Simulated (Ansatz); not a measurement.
The system is SbPt.

```xyz
4
Lattice="4.1200 0.0000 0.0000 -2.0600 3.5680 0.0000 0.0000 0.0000 5.4700" Properties=species:S:1:pos:R:3 pbc="T T T"
Pt    0.0000    0.0000    2.7350
Pt    0.0000    0.0000    0.0000
Sb    2.0600    1.1893    4.1025
Sb    0.0000    2.3787    1.3675
```

| Item | Value |
| --- | --- |
| Program | Ansatz 0.2.0 |
| Task | single point |
| Functional | PBEsol |
| Potentials or basis | all-electron LAPW, scalar-relativistic |
| Cutoff | 279 eV (chosen from the basis error) |
| Basis error allowed | 0.001 eV/atom |
| k mesh | 8 × 8 × 5 |
| Occupations | fermi-dirac, width 0.05 eV |
| Spin | no spin polarisation |

On this cell: pressure 3.6 GPa; largest force under 0.003 eV/Å; band gap on the k mesh none (metal or under the smearing width).

The same run follows on a disturbed copy (atoms moved at random, drawn with an rms of 0.05 Å):

```
Pt Sb
1.0
     4.12000    0.00000    0.00000
    -2.06000    3.56802    0.00000
     0.00000    0.00000    5.47000
Pt Sb
2 2
Direct
  0.00175 0.00410 0.49856
  0.99068 0.99850 0.99591
  0.65467 0.32161 0.74768
  0.33154 0.67070 0.24422
```

Task: What changes?

Result: The energy (extrapolated to zero smearing) moves by +3.3 meV/atom; pressure 3.7 GPa; largest force 0.377 eV/Å; band gap on the k mesh none (metal or under the smearing width).

Forces on the atoms (eV/Å):
```
Pt  -0.070 -0.143 -0.232
Pt   0.042 -0.094  0.166
Sb   0.066  0.368 -0.050
Sb  -0.038 -0.131  0.115
```

Stress tensor (GPa, compression positive):
```
 4.81  0.19  0.03
 0.19  3.10 -0.04
 0.03 -0.04  3.31
```
